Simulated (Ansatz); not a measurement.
# Sb: the change of pressure with volume per atom

Periodic Kohn-Sham DFT of a crystal at fixed atoms; pressure and stress are positive in compression; the energy is the free energy less that of spherical unpolarised free atoms; site moments are those in the method's own spheres, positive along +z. The results are calculated, by Ansatz 0.2.0.

Cell of the first row (space group P6_3/mmc, No. 194):
```
Sb
1.0
      3.3866     0.0000     0.0000
     -1.6933     2.9329     0.0000
      0.0000     0.0000     5.1966
Sb
2
Direct
  0.33333 0.66667 0.25000
  0.66667 0.33333 0.75000
```

Settings of every row: method frozen-core PAW; functional PBE; relativity scalar; k mesh 13x13x7; filling fermi-dirac; smearing width 0.05 eV; wave cutoff 420 eV; paw set soft_2.

Atom start moment: 0 on all atoms.

Limits: no spin-orbit coupling on heavy atoms; the cell comes from a prototype or a list of computed structures and needn't be the stable phase.

| row | volume per atom (Å³) | pressure (GPa) |
| --- | --- | --- |
| 1 | 25.807 | ? |
| 2 | 26.617 | 1.856 |
| 3 | 27.44 | -0.019 |
| 4 | 28.263 | -1.637 |
| 5 | 29.086 | -3.023 |

Question: what pressure should row 1 give?

Worked fit of pressure. Take u = (V_r/V)^(2/3) − 1 with V_r = 27.852 Å³ an atom, which is twice the finite (Eulerian) strain; such expansions in the strain, on which the Birch-Murnaghan equation of state is built, carry the rest volume and the bulk modulus. The shown rows have u = 0.0307, 0.00998, -0.00972, -0.02849. Least squares give pressure = −0.8591 + 81.975 × u + 210.92 × u² GPa; a straight line predicts inner rows, each left out in turn, worse (root mean square 0.12 against 0.0022 GPa). The rows lie off it by 0.000, 0.001, -0.001, 0.000. The pressure vanishes at u = 0.0102, or V = 27.43 Å³ an atom, and there the bulk modulus at fixed shape and fractions is B = −V dP/dV = (2/3)(1 + u) dP/du = 58.1 GPa. Letting shape and atoms relax would as a rule lower it, by much in layered, chain or molecular crystals. The withheld row has u = 0.05215, so the fit gives −0.8591 + 81.975 × (0.05215) + 210.92 × (0.05215)² = 3.990 GPa.

The calculation gave 4.008 GPa. The fit lies 0.018 GPa (0.26 % of the column's range) below it; its largest miss of a shown row is 0.001 GPa. This row lies beyond the range of the fit.
